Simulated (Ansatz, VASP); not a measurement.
Ga: VASP beside Ansatz

```xyz
2
Lattice="1.4040 -4.0298 -0.0121 1.4040 4.0298 -0.0121 -0.1484 0.0000 3.3875" Properties=species:S:1:pos:R:3 pbc="T T T"
Ga    1.3669   -2.9494    0.8347
Ga    1.2927    2.9494    2.5285
```

Alike in both runs: functional PBE; k mesh 16 × 16 × 12; occupations gaussian, width 0.1 eV; no spin polarisation.

Ansatz relaxed the structure, and its values are those at the end. VASP's run is a single point on that final structure, the one shown.

|  | VASP | Ansatz |
| --- | --- | --- |
| version | VASP 6.6.1 | Ansatz 0.2.0 |
| potentials or method | VASP PAW PBE potentials, release 64 (Ga_d) | scalar-relativistic, plane waves, PAW |
| plane-wave cutoff (eV) | 520 | 420 |
| valence electrons in the cell | 26 | 26 |

```tsv
	VASP	Ansatz	Ansatz less VASP
gap on the k mesh at the Fermi level (eV)	none	none	-
pressure (GPa)	0.0	0.0	+0.01
```

A gap of «none» marks a metal or a gap that the smearing closes.
